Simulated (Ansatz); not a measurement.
# InAs: a single-point run

Wanted: a converged single-point run for InAs, and a check of what comes out. The structure is shown as the input types it. The cell is built on a prototype (CsCl type) and needn't be the phase found in nature.

Computed with Ansatz 0.2.0 (density functional or hybrid calculation with the settings of its input, plane waves (as first typed), unless a step's input says otherwise).

9 further runs of the same task are left out: 5 for a known fault of the program, 4 that didn't finish.

**1. The starting structure**

Symmetry: Pm-3m, No. 221, cubic system. The conventional cell has a = 3.537 Å, b = 3.537 Å, c = 3.537 Å, α = 90.00°, β = 90.00°, γ = 90.00°. In (site symmetry m-3m) is surrounded by 8 As at 3.06 Å. Around As (site symmetry m-3m) lie 8 In at 3.06 Å.

The input asks for a charge of -0.05 e on the cell.

As a file:

```xyz
2
Lattice="3.5365 0.0000 0.0000 0.0000 3.5365 0.0000 0.0000 0.0000 3.5365" Properties=species:S:1:pos:R:3 pbc="T T T"
In    0.0000    0.0000    0.0000
As    1.7683    1.7683    1.7683
```

**2. Running it**

File input.yaml:

```yaml
crystal:
  lattice:
    - [3.536541081, 0.0, 0.0]
    - [0.0, 3.536541081, 0.0]
    - [0.0, 0.0, 3.536541081]
  atoms:
    - { symbol: In, position: [0.0, 0.0, 0.0] }
    - { symbol: As, position: [0.5, 0.5, 0.5] }
kpoints:
  mp_grid: { grid: [6, 6, 6] }
hamiltonian:
  xc: pbe
scf:
  occupations: { method: fermi_dirac, width: 0.02 }
  n_extra_bands: 4
  max_iter: 67
output:
  forces: true
  stress: true
  eigenvalues: true
total_charge: -0.05
```

Command:

```bash
> ansatz run input.yaml --threads 4 --pin off --max-ram 3686MiB --backend cpu --events-out ev --progress --plain --runs-dir out
```

What happens when this is run?

The program finished normally. That alone doesn't make the input a sound one.

Look at the input: total_charge is -0.05. With this charge the calculation describes a differently charged system.

Run again and compare: delete total_charge (the default then holds).
